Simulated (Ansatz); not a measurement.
Does this entry for BaH4O3 lie near equilibrium?

The cell is a computed structure from the Materials Project (it need not be an observed phase), taken as it stands.

Space group P2_1 (No. 4); a = 3.9890, b = 7.0069, c = 6.3882 Å, β = 90.80°.

| site | Wyckoff | site symmetry | x | y | z |
| --- | --- | --- | --- | --- | --- |
| Ba | 2a | 1 | 0.9958 | 0.2408 | 0.6558 |
| H3 | 2a | 1 | 0.8044 | 0.1976 | 0.1273 |
| H4 | 2a | 1 | 0.2065 | 0.1988 | 0.1274 |
| H7 | 2a | 1 | 0.5033 | 0.4076 | 0.0092 |
| H9 | 2a | 1 | 0.5199 | 0.5519 | 0.6042 |
| O11 | 2a | 1 | 0.0084 | 0.1481 | 0.2094 |
| O13 | 2a | 1 | 0.5017 | 0.2724 | 0.9687 |
| O15 | 2a | 1 | 0.5053 | 0.4795 | 0.4735 |

One atom of each set is listed.

Level of theory: DFT, PBE, plane waves and PAW, scalar-relativistic, 420 eV cutoff, Γ-centred 5×3×3 k-points, Fermi–Dirac smearing 0.02 eV (Ansatz 0.2.0).

Q: Do the atoms and the cell lie near the calculated equilibrium?

A: Nearly. The largest force is 0.42 eV/Å, on atom 8 (H: 1 O at 0.98 Å), and the pressure is -0.8 GPa. Relaxing the atoms is still advisable, since electric field gradients respond to shifts of a few hundredths of an ångström.
